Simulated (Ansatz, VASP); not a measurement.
**Cu in VASP and in Ansatz**

```
Cu
1.0
    -1.44279    1.44279    1.37608
     1.44279   -1.44279    1.37608
     1.44279    1.44279   -1.37608
Cu
1
Direct
  0.00000 0.00000 0.00000
```

This isn't the form of Cu at room conditions, which is fcc.

Alike in both runs: task single point; functional r2SCAN; k mesh 8 × 8 × 8; occupations gaussian, width 0.1 eV; no spin polarisation.

```csv
,VASP,Ansatz
version,VASP 6.6.1,Ansatz 0.2.0
potentials or method,"VASP PAW PBE potentials, release 64 (Cu)","scalar-relativistic, plane waves, PAW"
plane-wave cutoff (eV),520,500
valence electrons in the cell,11,19
```

Ansatz gave:

* gap on the k mesh at the Fermi level (eV): none
* pressure (GPa): 0.5
* largest component of the traceless stress (GPa): 0.42

Problem. What did VASP give for the same quantities?

Solution. gap on the k mesh at the Fermi level (eV): none; pressure (GPa): 1.2; largest component of the traceless stress (GPa): 0.29.

A gap of «none» marks a metal or a gap that the smearing closes. The two sets of potentials don't hold the same shells in valence.

Caveats: the k mesh is coarse (spacing up to 0.39 Å⁻¹), so the values aren't converged; the PAW data sets were made with another functional, which shifts forces and pressure a little (VASP).
